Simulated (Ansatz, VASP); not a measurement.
# Cross-check of GeRh between VASP and Ansatz, part 2 of 2

Wanted: the spread between two codes on one cell, functional and k mesh. The two relaxations start from unlike cells of this crystal (the structure described is Ansatz's start), so only their ends are compared.

VASP 6.6.1 and Ansatz 0.2.0.

So far: Set-up; Ansatz: relaxation of cell and atoms, BLYP.

### 3. VASP: relaxation of cell and atoms, BLYP

Level of this step: BLYP; plane waves and PAW (Ge_d, Rh_pv) (VASP).

Its own start cell and the same functional (in two slightly different forms), mesh and smearing now go to VASP, with its own data sets.

Lines of VASP's logs that name or quote its potential files are left out, and so is its time.

Contents of INCAR:

```
SYSTEM = GeRh
PREC = Accurate
ENCUT = 500
EDIFF = 1E-07
NELM = 120
ISMEAR = 1
SIGMA = 0.25
LREAL = .FALSE.
ALGO = Normal
GGA = B5
ALDAX = 1
AGGAX = 1
AGGAC = 1
ALDAC = 0
NBANDS = 71
LASPH = .TRUE.
LORBIT = 11
LWAVE = .FALSE.
LCHARG = .FALSE.
ISIF = 3
IBRION = 2
NSW = 80
EDIFFG = -0.005
GGA_COMPAT = .FALSE.
NELMIN = 4
KPAR = 2
```

Contents of POSCAR:

```
GeRh
1.0
    5.7454287832      0.0000000000      0.0000000000
    0.0000000000      3.5657535403      0.0000000000
    0.0000000000      0.0000000000      6.5069115173
Ge Rh
4 4
Direct
    0.7976191646      0.7500000000      0.5745746775
    0.2023808354      0.2500000000      0.4254253225
    0.7023808354      0.2500000000      0.0745746775
    0.2976191646      0.7500000000      0.9254253225
    0.9979080579      0.7500000000      0.2112863998
    0.0020919421      0.2500000000      0.7887136002
    0.5020919421      0.2500000000      0.7112863998
    0.4979080579      0.7500000000      0.2887136002
```

Contents of KPOINTS:

```
Automatic mesh
0
Gamma
6 8 4
0 0 0
```

Potentials, in the order of the species: Ge_d and Rh_pv (PBE family, release 64).

Command:

```sh
> mpirun -np 2 vasp_std
```

Numbers of over 12 decimals in the logs are rounded to 6 here.

What it wrote:

```text
[banner, memory and clock lines left out]
running    2 mpi-ranks, on    1 nodes
 distrk:  each k-point on    1 cores,    2 groups
 distr:  one band on    1 cores,    1 groups

 POSCAR found type information on POSCAR GeRh
 POSCAR found :  2 types and       8 ions
|                                                                             |
|               ----> ADVICE to this user running VASP <----                  |
|                                                                             |
|     You enforced a specific xc type in the INCAR file but a different       |
|     [... a line on the potential file left out ...]
|     I HOPE YOU KNOW WHAT YOU ARE DOING!                                     |
|                                                                             |

 LDA part: xc-table for (Slater(with rela. corr.)+VWN5), standard interpolation
 POSCAR, INCAR and KPOINTS ok, starting setup
 FFT: planning ... GRIDC
 FFT: planning ... GRID_SOFT
 FFT: planning ... GRID
 WAVECAR not read
 entering main loop
       N       E                     dE             d eps       ncg     rms          rms(c)
DAV:   1     0.176936677443E+04    0.17694E+04   -0.55217E+04 12022   0.408E+03
DAV:   2     0.249809662980E+03   -0.15196E+04   -0.14641E+04  8528   0.116E+03
DAV:   3    -0.230398745432E+02   -0.27285E+03   -0.26062E+03  8818   0.275E+02
DAV:   4    -0.437704368256E+02   -0.20731E+02   -0.20238E+02  9853   0.807E+01
DAV:   5    -0.443845878614E+02   -0.61415E+00   -0.61337E+00  9270   0.157E+01    0.149E+01
DAV:   6    -0.437822463969E+02    0.60234E+00   -0.59503E+00  9883   0.126E+01    0.541E+00
DAV:   7    -0.434758539538E+02    0.30639E+00   -0.14479E+00  9280   0.788E+00    0.444E+00
DAV:   8    -0.434224500332E+02    0.53404E-01   -0.27154E-01  9383   0.276E+00    0.553E-01
DAV:   9    -0.434219776529E+02    0.47238E-03   -0.18559E-02 11387   0.108E+00    0.235E-01
DAV:  10    -0.434222290725E+02   -0.25142E-03   -0.35695E-03 10566   0.464E-01    0.606E-02
DAV:  11    -0.434222253016E+02    0.37709E-05   -0.33929E-04  9220   0.147E-01    0.230E-02
DAV:  12    -0.434222279413E+02   -0.26397E-05   -0.31277E-05 10912   0.452E-02    0.626E-03
DAV:  13    -0.434222266831E+02    0.12582E-05   -0.45125E-06 10452   0.135E-02    0.281E-03
DAV:  14    -0.434222264809E+02    0.20222E-06   -0.44788E-07  7678   0.496E-03    0.714E-04
DAV:  15    -0.434222264715E+02    0.93860E-08   -0.36036E-08  5247   0.174E-03
   1 F= -.43422226E+02 E0= -.43424278E+02  d E =-.434222E+02
[... from here on, the cycles between the ionic steps are left out ...]
   2 F= -.43422382E+02 E0= -.43424360E+02  d E =-.155388E-03
   3 F= -.43422400E+02 E0= -.43424395E+02  d E =-.173327E-03
   4 F= -.43422398E+02 E0= -.43424399E+02  d E =-.171799E-03
   5 F= -.43422520E+02 E0= -.43424425E+02  d E =-.121265E-03
   6 F= -.43422569E+02 E0= -.43424394E+02  d E =-.170358E-03
   7 F= -.43422575E+02 E0= -.43424365E+02  d E =-.176544E-03
   8 F= -.43422686E+02 E0= -.43424371E+02  d E =-.111288E-03
   9 F= -.43422759E+02 E0= -.43424347E+02  d E =-.184672E-03
  10 F= -.43422809E+02 E0= -.43424206E+02  d E =-.234482E-03
  11 F= -.43422809E+02 E0= -.43424244E+02  d E =-.234652E-03
 curvature:  -3.70 expect dE=-0.109E-03 dE for cont linesearch -0.203E-07
 trial: gam= 0.33100 g(F)=  0.276E-04 g(S)=  0.196E-05 ort =-0.104E-05 (trialstep = 0.175E+01)
 search vector abs. value=  0.504E-04
 bond charge predicted
       N       E                     dE             d eps       ncg     rms          rms(c)
DAV:   1    -0.434229452667E+02   -0.13588E-03   -0.33741E-02 10939   0.988E-01    0.930E-02
DAV:   2    -0.434228928747E+02    0.52392E-04   -0.12220E-03 10448   0.258E-01    0.465E-02
DAV:   3    -0.434228540075E+02    0.38867E-04   -0.11135E-04 10365   0.754E-02    0.280E-02
DAV:   4    -0.434228383909E+02    0.15617E-04   -0.47705E-05 10123   0.479E-02    0.619E-03
DAV:   5    -0.434228391679E+02   -0.77696E-06   -0.97879E-06  9590   0.265E-02    0.350E-03
DAV:   6    -0.434228394305E+02   -0.26261E-06   -0.47295E-07  8696   0.538E-03    0.123E-03
DAV:   7    -0.434228394956E+02   -0.65073E-07   -0.10890E-07  4854   0.228E-03
  12 F= -.43422839E+02 E0= -.43424217E+02  d E =-.300291E-04
 trial-energy change:   -0.000030  1 .order   -0.000032   -0.000051   -0.000014
 step:   2.4002(harm=  2.4002)  dis= 0.00123  next Energy=   -43.422845 (dE=-0.350E-04)
 reached required accuracy - stopping structural energy minimisation
```

From OUTCAR (step 3):

```text
ion  position               nearest neighbor table
   1  0.798  0.750  0.575-   8 2.53   6 2.55   6 2.55   7 2.62   7 2.62   5 2.63
   2  0.202  0.250  0.425-   7 2.53   5 2.55   5 2.55   8 2.62   8 2.62   6 2.63
   3  0.702  0.250  0.075-   6 2.53   8 2.55   8 2.55   5 2.62   5 2.62   7 2.63
   4  0.298  0.750  0.925-   5 2.53   7 2.55   7 2.55   6 2.62   6 2.62   8 2.63
   5  0.998  0.750  0.211-   4 2.53   2 2.55   2 2.55   3 2.62   3 2.62   1 2.63   8 2.92   8 2.92
                             6 3.28   6 3.28
   6  0.002  0.250  0.789-   3 2.53   1 2.55   1 2.55   4 2.62   4 2.62   2 2.63   7 2.92   7 2.92
                             5 3.28   5 3.28
   7  0.502  0.250  0.711-   2 2.53   4 2.55   4 2.55   1 2.62   1 2.62   3 2.63   6 2.92   6 2.92
                             8 3.28   8 3.28
   8  0.498  0.750  0.289-   1 2.53   3 2.55   3 2.55   2 2.62   2 2.62   4 2.63   5 2.92   5 2.92
                             7 3.28   7 3.28

  LATTYP: Found a simple orthorhombic cell.
 ALAT       =     3.5657535403
 B/A-ratio  =     1.6112803979
 C/A-ratio  =     1.8248349034

 Subroutine GETGRP returns: Found  8 space group operations
 (whereof  2 operations were pure point group operations)

The static configuration has the point symmetry S_2 .
 The point group associated with its full space group is D_2h.

 Found     60 irreducible k-points:

   k-points           NKPTS =     60   k-points in BZ     NKDIM =     60   number of bands    NBANDS=     71

   dimension x,y,z NGX =    42 NGY =   28 NGZ =   48
   dimension x,y,z NGXF=    84 NGYF=   56 NGZF=   96

   ENCUT  =  500.0 eV  36.75 Ry    6.06 a.u.  10.48  6.50 11.86*2*pi/ulx,y,z

   NELECT =     116.0000    total number of electrons

 k-points in reciprocal lattice and weights: Automatic mesh
   0.00000000  0.00000000  0.00000000       0.005
   0.16666667  0.00000000  0.00000000       0.010
   0.33333333  0.00000000  0.00000000       0.010
   0.50000000  0.00000000  0.00000000       0.005
   0.00000000  0.12500000  0.00000000       0.010
   0.16666667  0.12500000  0.00000000       0.021
   0.33333333  0.12500000  0.00000000       0.021
   0.50000000  0.12500000  0.00000000       0.010
   0.00000000  0.25000000  0.00000000       0.010
[...]
0.33333333  0.50000000  0.50000000       0.010
   0.50000000  0.50000000  0.50000000       0.005

 average (electrostatic) potential at core
       1 -70.5338       2 -70.5338       3 -70.5338       4 -70.5338       5 -73.5680
       6 -73.5680       7 -73.5680       8 -73.5680

 E-fermi :   8.5433

 k-point     1 :       0.0000    0.0000    0.0000
  band No.  band energies     occupation
    ...
     54       7.2797      2.00000
     55       7.3776      2.00000
     56       7.5296      2.00000
     57       7.6357      2.00000
     58       8.1221      2.03840
     59       9.1093     -0.00622
     60       9.4543     -0.00000
     61      10.4252     -0.00000
     62      11.3181     -0.00000
     63      12.4562     -0.00000
    ...

 k-point     2 :       0.1667    0.0000    0.0000
  band No.  band energies     occupation
    ...
     54       7.3017      2.00000
     55       7.3782      2.00000
     56       7.4360      2.00000
     57       7.6043      2.00000
     58       8.0215      2.01194
     59       9.4288     -0.00001
     60       9.5713     -0.00000
     61      10.7167     -0.00000
     62      11.7077     -0.00000
     63      12.1797     -0.00000
    ...

 k-point     3 :       0.3333    0.0000    0.0000
  band No.  band energies     occupation
    ...
     54       7.1290      2.00000
     55       7.3625      2.00000
     56       7.5314      2.00000
     57       7.5342      2.00000
     58       7.7909      2.00018
     59       9.4937     -0.00000
     60      10.5290     -0.00000
     61      10.8759     -0.00000
     62      11.5977     -0.00000
     63      12.5588     -0.00000
    ...

  Total        0.0291745      0.0184419      0.0198073      0.0000000      0.0000000      0.0000000
  in kB        0.3499656      0.2212209      0.2376000      0.0000000      0.0000000      0.0000000
  external PRESSURE =       0.2695955 kB  Pullay stress =       0.0000000 kB

  energy-cutoff  :      500.00
  volume of cell :      133.56
      direct lattice vectors                 reciprocal lattice vectors
     5.739488945 -0.000000000  0.000000000     0.174231540  0.000000000  0.000000000
    -0.000000000  3.583937064  0.000000000     0.000000000  0.279022757  0.000000000
     0.000000000  0.000000000  6.493152530     0.000000000  0.000000000  0.154008395

 POSITION                                       TOTAL-FORCE (eV/Angst)
 -----------------------------------------------------------------------------------
      4.57608      2.68795      3.73715        -0.004283      0.000000      0.000256
      1.16341      0.89598      2.75600         0.004283     -0.000000     -0.000256
      4.03315      0.89598      0.49058         0.004283     -0.000000      0.000256
      1.70634      2.68795      6.00258        -0.004283      0.000000     -0.000256
      5.72758      2.68795      1.37469         0.002673     -0.000000     -0.002341
      0.01191      0.89598      5.11846        -0.002673      0.000000      0.002341
      2.88166      0.89598      4.62126        -0.002673      0.000000     -0.002341
      2.85783      2.68795      1.87189         0.002673     -0.000000      0.002341
 -----------------------------------------------------------------------------------
    total drift:                               -0.000000     -0.000000      0.000000

  FREE ENERGIE OF THE ION-ELECTRON SYSTEM (eV)
  ---------------------------------------------------
  free  energy   TOTEN  =       -43.4228394956 eV

  energy  without entropy=      -43.4269733834  energy(sigma->0) =      -43.42421746

 reached required accuracy - stopping structural energy minimisation

 total charge
# of ion       s       p       d       tot
------------------------------------------
    1        1.144   1.112  10.073  12.329
    2        1.144   1.112  10.073  12.329
    3        1.144   1.112  10.073  12.329
    4        1.144   1.112  10.073  12.329
    5        0.328   6.225   7.308  13.861
    6        0.328   6.225   7.308  13.861
    7        0.328   6.225   7.308  13.861
    8        0.328   6.225   7.308  13.861
--------------------------------------------------
tot          5.888  29.348  69.523 104.759

[... 3 further parts left out ...]
```

The run keeps the 8 symmetry operations of its start, so it cannot find a distortion of lower symmetry.

### 4. Comparison

Known differences besides the potentials themselves: the data sets hold 124 valence electrons in Ansatz (on its default PAW (the set named soft_2) files) and 116 in VASP; the cutoff is 420 eV in Ansatz and 500 eV in VASP; Ansatz makes its cores anew for this functional, VASP keeps those of its PBE data sets; VASP's log shows a relativistic correction to its local exchange, Ansatz's none; Ansatz adds a Pulay correction to the stress that steers its cell, VASP none. Total energies have different zeros and are not compared.

Compared:

```tsv
quantity	Ansatz	VASP	difference
volume (Å³)	133.22	133.56	-0.26 %
edge a after relaxation, in the typed setting (Å)	5.733	5.739	-0.11 %
edge b after relaxation, in the typed setting (Å)	3.584	3.584	+0.01 %
edge c after relaxation, in the typed setting (Å)	6.483	6.493	-0.15 %
```

### 5. Summary of results

| Quantity | Value |
| --- | --- |
| difference in volume (relaxation of cell and atoms, BLYP) | -0.26 % |

The difference in volume is -0.26 % (relaxation of cell and atoms, BLYP), within the 1.2 % picked in this series as the mark of a large difference, as far as the stopping tolerances let one tell. The data sets hold unlike numbers of valence electrons (124 in Ansatz and 116 in VASP), so part of the differences comes from the potentials. How closely two codes agree says nothing of how well the functional describes the real material.

[Lines on the potential files, build, host, timing and source positions are cut from VASP's logs without a mark.]

[Logs are printed without paths, hosts, clocks, repeated set-up lines and the standing remarks that a program may print on its own settings, such as how far it seeks lower states.]

[Hosts, paths, dates, database ids (printed as entryN), source tags and the programs' standing remarks are cut or masked in the printed files.]
